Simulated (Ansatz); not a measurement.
Trial structure of LiH, not yet relaxed:

```cif
data_structure
_symmetry_space_group_name_H-M 'P 1'
_symmetry_Int_Tables_number 1
_cell_length_a 2.5893
_cell_length_b 2.5893
_cell_length_c 2.9172
_cell_angle_alpha 90.000
_cell_angle_beta 90.000
_cell_angle_gamma 90.000
_cell_volume 19.56
loop_
_atom_site_label
_atom_site_type_symbol
_atom_site_fract_x
_atom_site_fract_y
_atom_site_fract_z
_atom_site_occupancy
Li1 Li 0.00000 0.00000 0.00000 1
H1 H 0.50000 0.50000 0.50000 1
```

Computed with DFT PBE, scalar-relativistic, plane waves, PAW in Ansatz 0.2.0. Cutoff 420 eV; k points 6×6×6 on the computed 2-atom cell (Γ-centred); Gaussian smearing, width 0.10 eV; no spin polarisation.

Energies over the elements count from the elements' standard structures at the same level (H₂ as a molecule), with no fitted energy shifts.

Q: What does a single point on this coarse mesh give?

A: The pressure is -5.0 GPa (the mean over three directions, positive in compression), the largest force is 0.00 eV/Å (symmetry fixes the atoms), and the energy is −0.10 eV/atom against the elements. The shortest distance is 2.34 Å.

Q: Is it a good guess?

A: A fair one: relaxing gains about 0.09 eV/atom in 10 ionic steps and ends at −0.182 eV/atom on the finer mesh. The symmetry goes from P4/mmm (No. 123) to Pm-3m (No. 221). The end has the caesium chloride type. The volume per atom shrinks by 19.4 %, from 9.8 to 7.9 Å³. The shortest distance goes from 2.34 Å (Li–H) to 2.17 Å (Li–H). Conventional cell: a = 2.507 Å. Around Li lie 8 H at 2.17 Å and 6 Li at 2.51 Å; H is surrounded by 8 Li at 2.17 Å and 6 H at 2.51 Å.

The last run used a 10×10×10 mesh for its 2-atom cell and Gaussian smearing of 0.02 eV. With hydrogen, zero-point motion can shift formation energies by some tens of meV/atom. The relaxation can't lower the symmetry of the start, and the grade says only how near the guess is to its own end. Symmetry constrained the relaxation, so the result can be a saddle point. Another cell of LiH relaxed alike, in P6_3/mmc, lies 181 meV/atom lower, so this cell isn't the stable form at this level.
